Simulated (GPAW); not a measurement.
# AlCo (Pm-3m) in GPAW: a series of runs

The runs below take AlCo through single point, with PBE, RPBE, PBEsol.

Program: GPAW 26.7.0. These are calculated values, not measurements. Logs are shortened: lines on timing, memory, paths and dates and some standing lists are left out, and cuts for length are marked. The log counts tension as positive stress, the text compression.

### 1 The crystal as given

Symmetry: Pm-3m, No. 221, cubic system. The conventional cell has a = 2.819 Å, b = 2.819 Å, c = 2.819 Å, α = 90.00°, β = 90.00°, γ = 90.00°. Co (site symmetry m-3m) has 8 Al at 2.44 Å as nearest neighbours. Around Al (site symmetry m-3m) lie 8 Co at 2.44 Å.

The cell is a database's computed one.

### 2 Single point, PBE, collinear spin, ferromagnetic start

Contents of run.py:

```python
from ase.dft.bandgap import bandgap
from ase.io import read, write
from ase.units import GPa
from gpaw import GPAW, PW

atoms = read('POSCAR')
atoms.set_initial_magnetic_moments([2.0, 0.0])

calc = GPAW(mode=PW(600),
            xc='PBE',
            kpts={'size': (9, 9, 9), 'gamma': True},
            occupations={'name': 'methfessel-paxton', 'order': 0, 'width': 0.1},
            nbands=15,
            convergence={'density': 1e-05, 'energy': 1e-05},
            maxiter=150,
            txt='gpaw.txt')
atoms.calc = calc
energy = atoms.get_potential_energy()
forces = atoms.get_forces()
stress = atoms.get_stress()
calc.write('gs.gpw')
write('result.traj', atoms)
print(f'Energy: {energy:.6f} eV')
print('Forces (eV/A):')
print(forces.round(4))
print('Stress (GPa):', (stress / GPa).round(3))
print('Moments:', calc.get_magnetic_moments().round(3))
print('Fermi level:', round(calc.get_fermi_level(), 4), 'eV')
print(f'Gap: {bandgap(calc)[0]:.4f} eV, direct: {bandgap(calc, direct=True)[0]:.4f} eV')
```

Contents of POSCAR:

```
AlCo
1.0
    2.8194032100      0.0000000000      0.0000000000
    0.0000000000      2.8194032100      0.0000000000
    0.0000000000      0.0000000000      2.8194032100
Co Al
1 1
Direct
    0.5000000000      0.5000000000      0.5000000000
    0.0000000000      0.0000000000      0.0000000000
```

Potentials or basis: GPAW PAW data sets (gpaw-data 1.2.1), pw.

Started as:

```sh
> OMP_NUM_THREADS=1 python run.py
```

gpaw.txt:

```text
__  _  _
 | _ |_)|_||  |
 |__||  | ||/\| - 26.7.0

Input parameters:
  mode=PW(ecut=600.0),
  convergence={'density': 1e-05, 'energy': 1e-05},
  kpts=MonkhorstPack(size=(9, 9, 9), gamma=True),
  maxiter=150,
  nbands=15,
  occupations=Occupations(name='methfessel-paxton', order=0, width=0.1),
  xc=XC(name='PBE')

Diagonalizing LCAO Hamiltonian
Converting LCAO to pw mode
   .------.
  /|      |
 * |  Co  |
 | .------.
 |/      /
 Al-----*

Atoms  # Å, Bohr magnetons
|   | symbol |        x |        y |        z |    initial magnetic moments |
|---|--------|----------|----------|----------|-----------------------------|
| 0 |     Co | 1.409702 | 1.409702 | 1.409702 | ( 0.0000,  0.0000,  2.0000) |
| 1 |     Al | 0.000000 | 0.000000 | 0.000000 | ( 0.0000,  0.0000,  0.0000) |

Unit cell  # Å
| periodic |        x |        y |        z |  lengths |    angles |
|----------|----------|----------|----------|----------|-----------|
|      yes | 2.819403 | 0.000000 | 0.000000 | 2.819403 | 90.000000 |
|      yes | 0.000000 | 2.819403 | 0.000000 | 2.819403 | 90.000000 |
|      yes | 0.000000 | 0.000000 | 2.819403 | 2.819403 | 90.000000 |

Number of symmetries: 48
Symmetry operations  # r_c * U_cc + t_c -> r_c
|    | kind |            matrix            |
|----|------|------------------------------|
|  0 |  E   |  1, 0, 0,  0, 1, 0,  0, 0, 1 |
|  1 |  σ   |  1, 0, 0,  0, 1, 0,  0, 0,-1 |
|  2 |  σ   |  1, 0, 0,  0, 0, 1,  0, 1, 0 |
|  3 |  C4  |  1, 0, 0,  0, 0, 1,  0,-1, 0 |
|  4 |  C4  |  1, 0, 0,  0, 0,-1,  0, 1, 0 |
|  5 |  σ   |  1, 0, 0,  0, 0,-1,  0,-1, 0 |
|  6 |  σ   |  1, 0, 0,  0,-1, 0,  0, 0, 1 |
|  7 |  C2  |  1, 0, 0,  0,-1, 0,  0, 0,-1 |
|  8 |  σ   |  0, 1, 0,  1, 0, 0,  0, 0, 1 |
|  9 |  C2  |  0, 1, 0,  1, 0, 0,  0, 0,-1 |
| 10 |  C3  |  0, 1, 0,  0, 0, 1,  1, 0, 0 |
| 11 |  S6  |  0, 1, 0,  0, 0, 1, -1, 0, 0 |
| 12 |  S6  |  0, 1, 0,  0, 0,-1,  1, 0, 0 |
| 13 |  C3  |  0, 1, 0,  0, 0,-1, -1, 0, 0 |
| 14 |  C4  |  0, 1, 0, -1, 0, 0,  0, 0, 1 |
| 15 |  S4  |  0, 1, 0, -1, 0, 0,  0, 0,-1 |
| 16 |  C3  |  0, 0, 1,  1, 0, 0,  0, 1, 0 |
| 17 |  S6  |  0, 0, 1,  1, 0, 0,  0,-1, 0 |
| 18 |  σ   |  0, 0, 1,  0, 1, 0,  1, 0, 0 |
| 19 |  C4  |  0, 0, 1,  0, 1, 0, -1, 0, 0 |
| 20 |  C2  |  0, 0, 1,  0,-1, 0,  1, 0, 0 |
| 21 |  S4  |  0, 0, 1,  0,-1, 0, -1, 0, 0 |
| 22 |  S6  |  0, 0, 1, -1, 0, 0,  0, 1, 0 |
| 23 |  C3  |  0, 0, 1, -1, 0, 0,  0,-1, 0 |
| 24 |  S6  |  0, 0,-1,  1, 0, 0,  0, 1, 0 |
| 25 |  C3  |  0, 0,-1,  1, 0, 0,  0,-1, 0 |
| 26 |  C4  |  0, 0,-1,  0, 1, 0,  1, 0, 0 |
| 27 |  σ   |  0, 0,-1,  0, 1, 0, -1, 0, 0 |
| 28 |  S4  |  0, 0,-1,  0,-1, 0,  1, 0, 0 |
| 29 |  C2  |  0, 0,-1,  0,-1, 0, -1, 0, 0 |
| 30 |  C3  |  0, 0,-1, -1, 0, 0,  0, 1, 0 |
| 31 |  S6  |  0, 0,-1, -1, 0, 0,  0,-1, 0 |
| 32 |  C4  |  0,-1, 0,  1, 0, 0,  0, 0, 1 |
| 33 |  S4  |  0,-1, 0,  1, 0, 0,  0, 0,-1 |
| 34 |  S6  |  0,-1, 0,  0, 0, 1,  1, 0, 0 |
| 35 |  C3  |  0,-1, 0,  0, 0, 1, -1, 0, 0 |
| 36 |  C3  |  0,-1, 0,  0, 0,-1,  1, 0, 0 |
| 37 |  S6  |  0,-1, 0,  0, 0,-1, -1, 0, 0 |
| 38 |  σ   |  0,-1, 0, -1, 0, 0,  0, 0, 1 |
| 39 |  C2  |  0,-1, 0, -1, 0, 0,  0, 0,-1 |
| 40 |  σ   | -1, 0, 0,  0, 1, 0,  0, 0, 1 |
| 41 |  C2  | -1, 0, 0,  0, 1, 0,  0, 0,-1 |
| 42 |  C2  | -1, 0, 0,  0, 0, 1,  0, 1, 0 |
| 43 |  S4  | -1, 0, 0,  0, 0, 1,  0,-1, 0 |
| 44 |  S4  | -1, 0, 0,  0, 0,-1,  0, 1, 0 |
| 45 |  C2  | -1, 0, 0,  0, 0,-1,  0,-1, 0 |
| 46 |  C2  | -1, 0, 0,  0,-1, 0,  0, 0, 1 |
| 47 |  i   | -1, 0, 0,  0,-1, 0,  0, 0,-1 |

BZ-sampling:
  Number of BZ points: 729
  Number of IBZ points: 35

  Monkhorst-Pack size: [9, 9, 9]
  Monkhorst-Pack shift: [0, 0, 0]

K-points  # in reciprocal-cell coordinates
|     |                                coordinates |     weight |
|-----|--------------------------------------------|------------|
|   0 | (  0.00000000,   0.00000000,   0.00000000) | 0.00137174 |
|   1 | (  0.11111111,   0.00000000,   0.00000000) | 0.00823045 |
|   2 | (  0.11111111,   0.11111111,   0.00000000) | 0.01646091 |
|   3 | (  0.11111111,   0.11111111,   0.11111111) | 0.01097394 |
|   4 | (  0.22222222,   0.00000000,   0.00000000) | 0.00823045 |
|   5 | (  0.22222222,   0.11111111,   0.00000000) | 0.03292181 |
|   6 | (  0.22222222,   0.11111111,   0.11111111) | 0.03292181 |
|   7 | (  0.22222222,   0.22222222,   0.00000000) | 0.01646091 |
|   8 | (  0.22222222,   0.22222222,   0.11111111) | 0.03292181 |
|   9 | (  0.22222222,   0.22222222,   0.22222222) | 0.01097394 |
| ... |                                            |            |
|  34 | (  0.44444444,   0.44444444,   0.44444444) | 0.01097394 |

Plane wave coefficients: 756
Cutoff: 600.0 eV

Spin-components: 2 (collinear spins)
Bands:           15
Projectors:      11
Spin-degeneracy: 1
Datatype:        complex128

Parallelization:
  kpt:    1
  domain: 1
  band:   1

Density:
  Valence electrons: 12.0
  Components: 2
  Grid points: [16 16 16]
  Charge: 0.0  # |e|

Potential:
  Grid points: [16 16 16]

species:
  Co:
    name:    Cobalt
    Z:       27.0
    valence: 9
    core:    18
    charge:  0.0  # [|e|]
    compensation charges:
      type: gauss
      rc: 0.32  # [Å]
      lmax: 2
    cutoffs:
      filter: 1.87  # [Å]
      core: 2.55  # [Å]
    projectors
    | kind |    occ | energy [eV] | rcut [Å] |
    |------|--------|-------------|----------|
    |   4s |  2.000 |      -5.469 |    1.005 |
    |   4p |  0.000 |      -1.277 |    1.058 |
    |   3d |  7.000 |      -8.205 |    1.005 |
    |    s |        |      21.742 |    1.005 |
    |    p |        |      25.934 |    1.058 |
    |    d |        |      19.007 |    1.005 |

    Using partial waves for Co as LCAO basis

  Al:
    name:    Aluminium
    Z:       13.0
    valence: 3
    core:    10
    charge:  0.0  # [|e|]
    compensation charges:
      type: gauss
      rc: 0.34  # [Å]
      lmax: 2
    cutoffs:
      filter: 1.91  # [Å]
      core: 2.36  # [Å]
    projectors
    | kind |    occ | energy [eV] | rcut [Å] |
    |------|--------|-------------|----------|
    |   3s |  2.000 |      -7.753 |    1.085 |
    |   3p |  1.000 |      -2.712 |    1.085 |
    |    s |        |      19.459 |    1.085 |
    |    p |        |      24.499 |    1.085 |
    |    d |        |       0.000 |    1.085 |

    Using partial waves for Al as LCAO basis

Reference energy: -44506.133171  # eV

eigensolver:
  PPCG
  Converge bands: occupied
  niter=2

density mixing:
  MSR1-Mixer
  Pratt-step length: 0.05
  Maximum mixing coefficient: 0.75
  Old densities: 10
  SVD Regularization: 0.005
  Good broyden scale: 1.0
  Trust region scale: 1.0
  Backstep threshold: 4.0
  History deletion threshold: 6.0
  Fourier metric: weight=20.0, sigma=0.015

occupation numbers:
  Methfessel-Paxton:
    width: 0.1000  # eV
    order: 0

poisson solver:
  ecut: 4800.0  # eV

xc functional:
  name: PBE with 2 nearest neighbor stencil

convergence criteria:
- Maximum integral of absolute [dens]ity change: 1e-05 electrons / valence electron
- Maximum [total energy] change in last 3 cyles: 1e-05 eV / valence electron
- Maximum integral of absolute [eigenst]ate change: 4e-08 eV^2 / valence electron
maximum number of iterations: 150

SCF iterations
|iter     | |      energy | eigst |  dens |  magmom |
|---------|-|-------------|-------|-------|---------|
|iter:   1| |  -12.775913 | +0.54 |       |  +2.0067|
|iter:   2| |  -12.762665 | -1.96 | -0.76 |  +1.9397|
|iter:   3| |  -13.042433 | -2.37 | -0.81 |  +1.2989|
|iter:   4| |  -13.134908 | -1.79 | -0.94 |  +0.5808|
|iter:   5| |  -13.125845 | -2.52 | -1.21 |  +0.2401|
|iter:   6| |  -13.152163 | -3.17 | -1.58 |  +0.0221|
|iter:   7| |  -13.159194 | -3.81 | -1.92 |  +0.0319|
|iter:   8| |  -13.163642 | -3.68 | -2.18 |  +0.0029|
|iter:   9| |  -13.163808 | -5.21 | -2.96 |  +0.0033|
|iter:  10| |  -13.163866 | -5.32 | -3.23 |  -0.0005|
|iter:  11| |  -13.163866c| -7.49c| -3.99 |  +0.0003|
|iter:  12| |  -13.163866c| -7.83c| -4.48 |  -0.0001|
|iter:  13| |  -13.163866c| -8.44c| -4.86 |  -0.0000|
|iter:  14| |  -13.163866c| -9.52c| -5.60c|  +0.0000|

Converged in 14 steps
Energy contributions relative to reference atoms: (reference = -44506.133171)

Energy contributions:
  Kinetic:          21.048886
  Coulomb:         -15.279301
  Zero:             -0.059392
  External:          0.000000
  Xc:              -18.873033
  Entropy:          -0.002050
  Spinorbit:         0.000000
  ----------------------------
  Free energy:     -13.164891
  Extrapolated:    -13.163866

dipole moment: (-4.810687, -4.810687, -4.810687)  # |e|*Ang

Total magnetic moment: (0.000000, 0.000000, 0.000001)

Local magnetic moments
|        x |        y |         z |
|----------|----------|-----------|
| 0.000000 | 0.000000 | -0.000004 |  # Co   0
| 0.000000 | 0.000000 |  0.000002 |  # Al   1

Fermi level: 10.595
Eigenvalues  # (at kpt = [0.000, 0.000, 0.000])
| band index |      eig [eV] | occ [0-1] |      eig [eV] | occ [0-1] |
|------------|---------------|-----------|---------------|-----------|
|          0 |        -0.774 |     1.000 |        -0.774 |     1.000 |
|          1 |         7.460 |     1.000 |         7.460 |     1.000 |
|          2 |         7.460 |     1.000 |         7.460 |     1.000 |
|          3 |         9.725 |     1.000 |         9.725 |     1.000 |
|          4 |         9.725 |     1.000 |         9.725 |     1.000 |
|          5 |         9.725 |     1.000 |         9.725 |     1.000 |
|          6 |        16.690 |     0.000 |        16.690 |     0.000 |
|          7 |        16.690 |     0.000 |        16.690 |     0.000 |
|          8 |        16.690 |     0.000 |        16.690 |     0.000 |
|          9 |        19.452 |     0.000 |        19.452 |     0.000 |
|         10 |        19.452 |     0.000 |        19.452 |     0.000 |
|         11 |        26.342 |     0.000 |        26.342 |     0.000 |
|         12 |        32.638 |     0.000 |        32.638 |     0.000 |
|         13 |        32.638 |     0.000 |        32.638 |     0.000 |
|         14 |        32.638 |     0.000 |        32.638 |     0.000 |

No gap
No difference between direct/indirect transitions

Forces  # eV/Ang
|        x |        y |        z |
|----------|----------|----------|
|  0.00000 |  0.00000 |  0.00000 |  # Co   0
| -0.00000 | -0.00000 | -0.00000 |  # Al   1

Stress tensor  # eV/Ang^3
|         x |         y |         z |
|-----------|-----------|-----------|
| -0.045452 | -0.000000 |  0.000000 |
| -0.000000 | -0.045452 |  0.000000 |
|  0.000000 |  0.000000 | -0.045452 |

# Writing to gs.gpw (mode='')
```

Wall time 17 s (1 thread of Arm Neoverse V1, shared host); peak memory 0.14 GiB.

Results:

```
Free energy            : -13.1649 eV
Pressure               : 7.3 GPa
Band gap on the k mesh : none (metal or under the smearing width)
Net moment             : 0.00 μB per cell
```

Caveat: the starting moments collapsed, and a magnetic state may lie lower.

[end of part 1 of 2]
